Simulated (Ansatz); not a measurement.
Input of an Ansatz 0.2.0 run:

input.yaml

```yaml
crystal:
  lattice:
    - [0.0, 1.9465, 1.9465]
    - [1.9465, 0.0, 1.9465]
    - [1.9465, 1.9465, 0.0]
  atoms:
    - { symbol: Pd, position: [0.0, 0.0, 0.0] }
hamiltonian:
  xc: r2scan
  pseudopotentials: { kind: paw_fr }
magnetization:
  noncollinear: true
  spin_orbit: true
kpoints:
  mp_grid: { grid: [9, 9, 9] }
  band_path:
    path:
      - [[0.0, 0.0, 0.0], [0.5, 0.0, 0.5], [0.5, 0.25, 0.75], [0.375, 0.375, 0.75], [0.0, 0.0, 0.0], [0.5, 0.5, 0.5], [0.625, 0.25, 0.625], [0.5, 0.25, 0.75], [0.5, 0.5, 0.5], [0.375, 0.375, 0.75]]
      - [[0.625, 0.25, 0.625], [0.5, 0.0, 0.5]]
    npoints: 14
scf:
  occupations: { method: fermi_dirac, width: 0.05 }
  n_extra_bands: 6
output:
  forces: true
  stress: true
  eigenvalues: true
  fatbands: true
```

Potentials or basis: Ansatz PAW.

The run is started by

```sh
$ ansatz run input.yaml --threads 2 --pin off --max-ram 5632MiB --backend cpu --events-out ev --progress --plain --runs-dir out
```

Q: Estimate the band gap on the k mesh.

A: None (metal or under the smearing width).

Q: What does it give for the pressure?

A: 1.9 GPa.

Levels at the corners of the path, in eV from the Fermi level:
```tsv
point	band 14	band 15	band 16	band 17	band 18	band 19	band 20	band 21	band 22	band 23
Γ	-3.02	-2.71	-2.71	-1.26	-1.26	-1.26	-1.26	17.80	17.80	22.58
X	-0.13	0.20	0.20	0.49	0.49	3.72	3.72	11.37	11.37	13.71
W	-3.39	-1.36	-1.36	0.33	0.33	9.26	9.26	9.64	9.64	11.00
K	-1.98	-1.00	-1.00	-0.12	-0.12	7.57	7.57	8.65	8.65	11.45
Γ	-3.02	-2.71	-2.71	-1.26	-1.26	-1.26	-1.26	17.80	17.80	22.58
L	-2.81	-0.11	-0.11	0.08	0.08	1.37	1.37	7.77	7.77	17.26
U	-1.98	-1.00	-1.00	-0.12	-0.12	7.57	7.57	8.65	8.65	11.45
W	-3.39	-1.36	-1.36	0.33	0.33	9.26	9.26	9.64	9.64	11.00
L	-2.81	-0.11	-0.11	0.08	0.08	1.37	1.37	7.77	7.77	17.26
K	-1.98	-1.00	-1.00	-0.12	-0.12	7.57	7.57	8.65	8.65	11.45
U	-1.98	-1.00	-1.00	-0.12	-0.12	7.57	7.57	8.65	8.65	11.45
X	-0.13	0.20	0.20	0.49	0.49	3.72	3.72	11.37	11.37	13.71
```

Caveat: the PAW data sets come from PBE, with cores solved anew for the run's functional, which leaves a small shift of forces and pressure.
